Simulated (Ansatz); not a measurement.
# RbCl: the cost of one run

Program: Ansatz 0.2.0. G0W0, plane waves. Computed at 0 K without zero-point motion; spin polarisation is off.

### 1 Starting point

The cell was relaxed beforehand with r2SCAN.

It is cubic, Fm-3m (No. 225); conventional cell a = 6.612 Å, 36.13 Å³ an atom. Near Rb stand 6 Cl at 3.31 Å; near Cl stand 6 Rb at 3.31 Å.

The structure in full:

```
Rb Cl
1.0
     0.00000    3.30581    3.30581
     3.30581    0.00000    3.30581
     3.30581    3.30581    0.00000
Rb Cl
1 1
Direct
  0.00000 0.00000 0.00000
  0.50000 0.50000 0.50000
```

### 2 117 empty bands, 80 eV

Input file input.yaml:

```yaml
crystal:
  lattice:
    - [0.0, 3.3058128251, 3.3058128251]
    - [3.3058128251, 0.0, 3.3058128251]
    - [3.3058128251, 3.3058128251, 0.0]
  atoms:
    - { symbol: Rb, position: [0.0, 0.0, 0.0] }
    - { symbol: Cl, position: [0.5, 0.5, 0.5] }
kpoints:
  mp_grid: { grid: [4, 4, 4] }
hamiltonian:
  xc: pbe
scf:
  occupations: { method: fixed }
gw:
  n_empty_bands: 117
  ecut_chi: 80
  qp_bands: [v2, c2]
  qp_kpoints: band_edges
  screening: { model: contour_deformation }
```

Started as:

```sh
ansatz run input.yaml --threads 2 --pin off --max-ram 3686MiB --backend cpu --events-out ev --progress --plain --runs-dir out
```

**Question.** How long does this run take on 2 threads of Arm Neoverse V2, shared host, and how much memory does it need?

About 7.6 s, with a peak of 0.33 GiB.
